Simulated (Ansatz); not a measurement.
PbSe (Clausthalite) under changes of volume

One of the cells (28.671 Å³/atom); the others are scaled copies at fixed shape and fractional positions:

```
CELL_PARAMETERS angstrom
0.00000 3.06065 3.06065
3.06065 0.00000 3.06065
3.06065 3.06065 0.00000
ATOMIC_POSITIONS crystal
Pb 0.00000 0.00000 0.00000
Se 0.50000 0.50000 0.50000
```

```yaml
Program: Ansatz 0.2.0
Functional: RPBE
Dispersion: D3(BJ)
Potentials_or_basis: Ansatz PAW
Cutoff: "420 eV (not typed: the program's choice for these potentials)"
k_mesh: 8 × 8 × 8
Occupations: fermi-dirac, width 0.05 eV
Spin: no spin polarisation
```

```tsv
volume (Å³/atom)	energy over the lowest point (meV/atom)	pressure (GPa)	gap on the mesh (eV)
26.951	0.00	-8.0	0.14
27.524	?	?	?
28.097	63.16	-9.6	0.30
28.671	98.85	-10.3	0.37
29.244	136.79	-10.9	0.44
29.818	176.54	-11.3	0.50
30.391	217.39	-11.4	0.55
```

Q: What does the run at 27.524 Å³/atom give?

A: Energy over the lowest point 30.08 meV/atom; pressure -8.9 GPa; gap on the mesh 0.22 eV.

Worked out: A Birch-Murnaghan fit of order 3 (a polynomial in V^(-2/3)) to the other rows has no minimum within the range. It gives 29.97 meV/atom at 27.524 Å³/atom, against the run's 30.08, and -dE/dV = -8.8 GPa, against -8.9. A parabola through the other rows of the gap, of slope 3.88 eV per unit of ln V (its deformation potential) there, gives 0.22 eV, against the run's 0.22.

Energies are extrapolated to zero smearing.

Caveats: spin-orbit coupling is left out, which as a rule narrows the gap of such compounds by several tenths of an eV; the PAW data sets come from PBE, with cores solved anew for the run's functional, which leaves a small shift of forces and pressure.

A mesh can miss the band edges.
